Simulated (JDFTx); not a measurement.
## AlN: single point with LDA

AlN:

```
CELL_PARAMETERS angstrom
0.00000 2.18399 2.18399
2.18399 0.00000 2.18399
2.18399 2.18399 0.00000
ATOMIC_POSITIONS crystal
Al 0.00000 0.00000 0.00000
N 0.25000 0.25000 0.25000
```

Measurements of this composition are mostly on another form, of space group No. 186.

- Program: JDFTx 1.7.0 (patched build)
- Task: single point
- Functional: LDA
- Potentials or basis: PseudoDojo-SR-LDA-0.4.1-standard with smoothed tails
- Cutoff: 1143 eV
- Density cutoff: 9143 eV
- k mesh: 10 × 10 × 10
- Occupations: fermi-dirac, width 0.05 eV
- Spin: no spin polarisation
- Local potential set to -Z/r beyond: 6 bohr
- Bands: 9
- Density cutoff over wavefunction cutoff: 8
- Max SCF steps: 100
- SCF threshold on the energy: 1e-09 Ha
- Solver of the electrons: scf
- Further solve for the empty bands: yes

| Property | Result |
| --- | --- |
| Pressure | -4.8 GPa |
| Band gap on the k mesh | 3.26 eV, indirect (least direct gap 4.24 eV) |
| Loewdin charges | Al +1.04; N -0.99 e |

Levels at points of the mesh, in eV from the valence-band top:
| k point | band 2 | band 3 | band 4 | band 5 |
| --- | --- | --- | --- | --- |
| (0.00, 0.00, 0.00) | 0.00 | 0.00 | 0.00 | 4.24 |
| (0.00, 0.00, 0.50) | -5.91 | -0.49 | -0.49 | 7.28 |
| (0.00, 0.50, 0.50) | -4.95 | -1.80 | -1.80 | 3.26 |

Wall time 38 s on 1 thread of Arm Neoverse V2, on a shared host, peak memory 0.09 GiB.

Caveat: the empty levels aren't tightly converged. Expect the measured gap to be larger: semilocal functionals such as LDA lack the derivative discontinuity.
